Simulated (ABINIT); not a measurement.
Al:

```
Al
1.0
     2.72176    0.00000    0.00000
     0.00000    2.72176    0.00000
     0.00000    0.00000    2.72176
Al
1
Direct
  0.00000 0.00000 0.00000
```

The cell was built by a generator and needn't be a form met in nature.

| Quantity | Value |
| --- | --- |
| Program | ABINIT 10.8.3 (patched build) |
| Task | single point |
| Functional | PBE |
| Potentials or basis | JTH PAW PBE v2.0 |
| Cutoff | 408 eV |
| k mesh | 10 × 10 × 10 |
| Occupations | fermi-dirac, width 0.05 eV |
| Spin | no spin polarisation |

On this cell: pressure 0.3 GPa; band gap on the k mesh none (metal or under the smearing width).

The same run follows on a disturbed copy (cell strained at random at fixed volume):

```xyz
1
Lattice="2.7231 0.0227 0.0220 0.0227 2.7569 0.0478 0.0220 0.0478 2.6869" Properties=species:S:1:pos:R:3 pbc="T T T"
Al    0.0273   -0.0551    0.0088
```

Task: What does the disturbed cell give?

Result: The energy (extrapolated to zero smearing) moves by -1.5 meV/atom; pressure 0.2 GPa; band gap on the k mesh none (metal or under the smearing width).

Stress tensor (GPa, compression positive):
```
 0.15 -0.05  0.44
-0.05 -0.63  0.66
 0.44  0.66  0.97
```

The energy falls, though the first cell shows no forces: that form is unstable against this distortion, unless noise or another electronic state is at work.
